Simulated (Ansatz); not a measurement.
# KF: convergence with the PAW cutoff

Aim: hold KF and all else fixed and vary the PAW cutoff, to see how far energy and properties move.

Method: DFT, PBE, PAW with Ansatz's default frozen-core files, scalar-relativistic, in Ansatz 0.2.0.

1 further run of the same task is left out (it didn't finish). Runs told in other sessions of the task aren't counted.

## Step 1: The starting structure

The structure is cubic, space group Fm-3m (No. 225). The conventional cell has a = 5.347 Å, b = 5.347 Å, c = 5.347 Å, α = 90.00°, β = 90.00°, γ = 90.00°. K (site symmetry m-3m) is surrounded by 6 F at 2.67 Å. F (site symmetry m-3m) is surrounded by 6 K at 2.67 Å.

Coordinates:

```
K F
1.0
     0.00000    2.67350    2.67350
     2.67350    0.00000    2.67350
     2.67350    2.67350    0.00000
K F
1 1
Direct
  0.00000 0.00000 0.00000
  0.50000 0.50000 0.50000
```

The cell comes from a crystallographic database entry that wasn't checked; take it as a given geometry, which may be far from equilibrium.

Atoms are numbered in the order of the input: K1, F2.

## Step 2: With PAW files, cutoff 250 eV

File input.yaml:

```yaml
crystal:
  lattice:
    - [0.0, 2.6735, 2.6735]
    - [2.6735, 0.0, 2.6735]
    - [2.6735, 2.6735, 0.0]
  atoms:
    - { symbol: K, position: [0.0, 0.0, 0.0] }
    - { symbol: F, position: [0.5, 0.5, 0.5] }
kpoints:
  mp_grid: { grid: [9, 9, 9] }
scf:
  occupations: { method: fermi_dirac, width: 0.01 }
hamiltonian:
  xc: pbe
  pseudopotentials: { kind: paw }
output:
  forces: true
  stress: true
  eigenvalues: true
  efg: { contact_densities: true }
basis:
  ecutwfc: 250
```

Run with:

```console
> ansatz run input.yaml --threads 1 --pin off --max-ram 2048MiB --backend cpu --events-out ev --progress --plain --runs-dir out
```

## Step 3: With PAW files, cutoff 300 eV

Changes to input.yaml since step 2:

```diff
@@ -20,3 +20,7 @@
   efg: { contact_densities: true }
+  write_density: true
+  write_potential: true
+  elf: true
+  volumetric_format: npy
 basis:
-  ecutwfc: 250
+  ecutwfc: 300
```

## Step 4: With PAW files, cutoff 500 eV

Changes to input.yaml since step 3:

```diff
@@ -25,2 +25,2 @@
 basis:
-  ecutwfc: 300
+  ecutwfc: 500
```

## Step 5: With PAW files, cutoff 600 eV

Changes to input.yaml since step 4:

```diff
@@ -20,7 +20,3 @@
   efg: { contact_densities: true }
-  write_density: true
-  write_potential: true
-  elf: true
-  volumetric_format: npy
 basis:
-  ecutwfc: 500
+  ecutwfc: 600
```

## Step 6: With PAW files, cutoff 800 eV

Changes to input.yaml since step 5:

```diff
@@ -20,3 +20,7 @@
   efg: { contact_densities: true }
+  write_density: true
+  write_potential: true
+  elf: true
+  volumetric_format: npy
 basis:
-  ecutwfc: 600
+  ecutwfc: 800
```

(Steps that only read results are left out.)

Before running it: what results should come out? Wanted: energy error of the loosest run; pressure, lowest to highest; gap, lowest to highest.

The runs gave:

```
                             quantity             value
energy error of the loosest run (PAW)   1503.7 meV/atom
               within 1 meV/atom from     cutoff 500 eV
    pressure, lowest to highest (PAW)  0.73 to 1.32 GPa
         gap, lowest to highest (PAW)   6.17 to 6.19 eV
```

**Reading.** At the loosest setting in the table the energy misses the tightest run by 1503.7 meV/atom; from cutoff 500 eV on, all lie within 1 meV/atom of it. The energy falls at every step, as a growing basis should make it. The pressure spans 0.59 GPa (PAW).

These are semilocal Kohn-Sham gaps, which aren't the measured quantity. Such gaps usually fall short of the measured ones.
